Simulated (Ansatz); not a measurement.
**Deforming BN**

```
B N
1.0
     0.00000    1.80750    1.80750
     1.80750    0.00000    1.80750
     1.80750    1.80750    0.00000
B N
1 1
Cartesian
  0.0000 0.0000 0.0000
  2.7113 2.7113 2.7113
```

Atoms are numbered in the order listed.

The cell comes from COD entry 9008834, which wasn't checked; take it as a given geometry.

Method: DFT, LDA, all-electron LAPW, scalar-relativistic in Ansatz 0.2.0.

The runs use a Γ-centred 11×11×11 k mesh, Fermi–Dirac smearing of 0.02 eV, basis error target 0.5 meV/atom, no spin polarisation.

The unchanged cell is at -10.85 GPa.

Semilocal functionals give too small gaps.

x, y and z are the Cartesian axes of the cell as listed; fractional coordinates follow a strain, and an engineering shear is twice the off-diagonal strain component.

Problem. One change gave: energy change +2 meV/atom; stress change (xx, yy, zz, yz, xz, xy) 0.14, 0.14, 0.14, 4.50, 4.50, 4.50 GPa, compression positive; change of the force on N2 (-0.021, -0.021, -0.021) eV/Å; gap on the k mesh 4.46 → 4.42 eV. Which change was it?
A. equal xy, yz and zx engineering shear strains of +1 %
B. equal xy, yz and zx engineering shear strains of -2 %
C. equal xy, yz and zx engineering shear strains of -1 %
D. equal xy, yz and zx engineering shear strains of +2 %

Solution. C. For equal xy, yz and zx engineering shear strains of -2 %: energy change +10 meV/atom; stress change (xx, yy, zz, yz, xz, xy) 0.56, 0.56, 0.56, 9.11, 9.11, 9.11 GPa, compression positive; change of the force on N2 (-0.055, -0.055, -0.055) eV/Å; gap on the k mesh 4.46 → 4.38 eV. For equal xy, yz and zx engineering shear strains of +1 %: energy change +2 meV/atom; stress change (xx, yy, zz, yz, xz, xy) 0.14, 0.14, 0.14, -4.41, -4.41, -4.41 GPa, compression positive; gap on the k mesh 4.46 → 4.43 eV. For equal xy, yz and zx engineering shear strains of +2 %: energy change +10 meV/atom; stress change (xx, yy, zz, yz, xz, xy) 0.53, 0.53, 0.53, -8.74, -8.74, -8.74 GPa, compression positive; gap on the k mesh 4.46 → 4.39 eV.
